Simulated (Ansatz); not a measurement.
G0W0 rungs for KMgH3 (Pm-3m).

The structure is cubic, space group Pm-3m (No. 221). The conventional cell has a = 4.025 Å, b = 4.025 Å, c = 4.025 Å, α = 90.00°, β = 90.00°, γ = 90.00°. Nearest to K lie 12 H at 2.85 Å. Nearest to Mg lie 6 H at 2.01 Å. Nearest to H lie 2 Mg at 2.01 Å and 8 H at 2.85 Å and 4 K at 2.85 Å. Farther neighbours are not listed.

```cif
data_structure
_symmetry_space_group_name_H-M 'P 1'
_symmetry_Int_Tables_number 1
_cell_length_a 4.0250
_cell_length_b 4.0250
_cell_length_c 4.0250
_cell_angle_alpha 90.000
_cell_angle_beta 90.000
_cell_angle_gamma 90.000
_cell_volume 65.21
loop_
_atom_site_label
_atom_site_type_symbol
_atom_site_fract_x
_atom_site_fract_y
_atom_site_fract_z
_atom_site_occupancy
K1 K 0.00000 0.00000 0.00000 1
Mg2 Mg 0.50000 0.50000 0.50000 1
H3 H 0.00000 0.50000 0.50000 1
H4 H 0.50000 0.00000 0.50000 1
H5 H 0.50000 0.50000 0.00000 1
```

The cell and positions come from the Crystallography Open Database and are kept as given unless a step says otherwise. PAW set soft_2, made with PBE.

Runs so far (Ansatz 0.2.0, start LDA, default PAW files, 4×4×4 mesh). Times are wall times on 1 × NVIDIA H100 80GB HBM3 (shared by 6 runs) with 3 threads of AMD EPYC 7R13 (Zen 3), shared host, good to a factor of about two.

```tsv
bands summed	cutoff (eV)	gap on the mesh (eV)	time
79	60	4.143	4.1 s
205	120	4.294	6.9 s
```

Question: What should the next rung give, with 429 bands and screening to 200 eV, and where is the limit?

The error falls about as one over the bands when the cutoff rises with them. A line through the two highest rungs given predicts 4.343 eV; the run gave 4.381 eV, a miss of 0.038 eV, so the law fails here: the steps don't follow it yet. The two highest rungs put the limit near 4.460 eV, the pair below near 4.388 eV; neither can be trusted until a further rung is run.

Gaps are over the mesh's points; an edge off the mesh would be missed. Limits: not at the basis limit; coarse k mesh.

[Paths, hosts, dates, memory and timing lines, banners, echoed tables and standing remarks are left out of the program output.]

[Logs are printed without paths, hosts, clocks, repeated set-up lines and the standing remarks that a program may print on its own settings, such as how far it seeks lower states.]

[Runs of the session that timed out or met a known fault of the program may be left out.]

[Cells called generated may have been cut or substituted from an entry of the Crystallography Open Database or the Materials Project.]

[Hosts, paths, dates, database ids (printed as entryN), source tags and the programs' standing remarks are cut or masked in the printed files.]
